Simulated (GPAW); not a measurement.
The system is Au.

```
CELL_PARAMETERS angstrom
2.90000 0.00000 0.00000
-1.45000 2.51147 0.00000
0.00000 0.00000 4.88000
ATOMIC_POSITIONS crystal
Au 0.66667 0.33333 0.25000
Au 0.33333 0.66667 0.75000
```

This isn't the form of Au at room conditions, which is fcc.

* Program: GPAW 26.7.0
* Task: relaxation of cell and atoms
* Functional: PBEsol
* Potentials or basis: PAW data sets generated in the run's folder for this functional
* Cutoff: 600 eV
* Basis: pw
* k mesh: 9 × 9 × 5
* Occupations: fermi-dirac, width 0.05 eV
* Spin: no spin polarisation

At the start: pressure -4.3 GPa; volume 17.77 Å³/atom.

Q: How do energy, volume and symmetry change on relaxing?

A: Over 6 steps the energy falls by 6.9 meV/atom and the volume is 17.30 Å³/atom (-2.6 %); space group P6_3/mmc (No. 194, to 0.05 Å).

Step by step:
```
step  energy change (eV)  largest force (eV/Å)  pressure (GPa)  volume (Å³)
   1              0.0000                0.0000           -4.32        35.54
   2             -0.0081                0.0000           -2.77        35.18
   3             -0.0134                0.0000            0.22        34.55
   4             -0.0135                0.0000            0.06        34.58
   5             -0.0137                0.0000           -0.16        34.62
   6             -0.0138                0.0000           -0.10        34.60
```

Final structure:
```
CELL_PARAMETERS angstrom
2.88229 0.00000 0.00000
-1.44115 2.49614 0.00000
0.00000 0.00000 4.80964
ATOMIC_POSITIONS crystal
Au 0.66667 0.33333 0.25000
Au 0.33333 0.66667 0.75000
```

Caveat: with this Au data set, volumes or pressures lay over 1.5 % or 2 GPa off other programs in two to four cells of ten; later steps reuse the first step's grids.
